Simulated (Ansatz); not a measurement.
## TiAl in Ansatz: the effect of functional

TiAl:

```xyz
2
Lattice="3.2414 0.0000 0.0000 0.0000 3.2414 0.0000 0.0000 0.0000 3.2414" Properties=species:S:1:pos:R:3 pbc="T T T"
Ti    0.0000    0.0000    0.0000
Al    1.6207    1.6207    1.6207
```

The cell comes from a database or a generator and needn't be the stable form of this composition.

The cell isn't the ideal one: volume scaled by 1.06.

Alike in all runs:

```yaml
Program: Ansatz 0.2.0
Task: single point
Potentials_or_basis: Ansatz PAW
k_mesh: 8 × 8 × 8
Occupations: fermi-dirac, width 0.05 eV
Spin: no spin polarisation
```

| functional | cutoff | pressure (GPa) |
| --- | --- | --- |
| LDA | 420 eV (not typed: the program's choice for these potentials) | ? |
| PBEsol | 420 eV (not typed: the program's choice for these potentials) | -8.0 |
| r2SCAN | 500 eV (not typed: the program's choice for these potentials) | -6.8 |

Question: What does the run with functional LDA give?

Answer: Pressure -11.0 GPa.

Caveats: the PAW data sets come from PBE, with cores solved anew for the run's functional, which leaves a small shift of forces and pressure.
